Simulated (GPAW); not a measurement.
Crystal: CoO.

```
Co O
1.0
     0.00000    2.13150    2.13150
     2.13150    0.00000    2.13150
     2.13150    2.13150    0.00000
Co O
1 1
Direct
  0.00000 0.00000 0.00000
  0.50000 0.50000 0.50000
```

Base run:

| Property | Result |
| --- | --- |
| Program | GPAW 26.7.0 |
| Functional | PBEsol |
| Potentials or basis | PAW data sets generated in the run's folder for this functional |
| Cutoff | 800 eV |
| Basis | pw |
| k mesh | 11 × 11 × 11 |
| Occupations | fermi-dirac, width 0.05 eV |
| Spin | collinear spin, ferromagnetic start |
| Starting moments | [2.0, 0.0] μB |
| Hubbard terms | Co d U = 3 eV |

Its results: pressure -8.0 GPa; net moment 3.00 μB per cell; site moments Co +2.67; O +0.20 μB.

Task: The run is repeated on the same cell with these changes: hubbard terms from Co d U = 3 eV to none. What comes out?

Result: Pressure -10.0 GPa; net moment 2.96 μB per cell; site moments Co +2.53; O +0.25 μB.

Caveats: a cell with one magnetic atom can't hold antiferromagnetic order, which such compounds often take.

Not every run made on this cell is shown here.
